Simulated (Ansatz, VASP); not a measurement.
## Zn: VASP beside Ansatz

```
CELL_PARAMETERS angstrom
0.00000 1.97779 1.97779
1.97779 0.00000 1.97779
1.97779 1.97779 0.00000
ATOMIC_POSITIONS crystal
Zn 0.00000 0.00000 0.00000
```

Change from the starting cell: volume scaled by 1.02.

Alike in both runs: task single point; functional PBE; k mesh 12 × 12 × 12; occupations fermi-dirac, width 0.05 eV; no spin polarisation.

|  | VASP | Ansatz |
| --- | --- | --- |
| version | VASP 6.6.1 | Ansatz 0.2.0 |
| potentials or method | VASP PAW PBE potentials, release 64 (Zn), cutoff 520 eV | all-electron LAPW, scalar-relativistic |

VASP gave:

```
gap on the k mesh at the Fermi level (eV) : none
pressure (GPa)                            : -1.1
```

Task: Estimate Ansatz's values.

Result: gap on the k mesh at the Fermi level (eV): none; pressure (GPa): -1.4.

A gap of «none» marks a metal or a gap that the smearing closes. Ansatz ran all-electron here, so the differences hold the error of VASP's frozen core and of both bases.
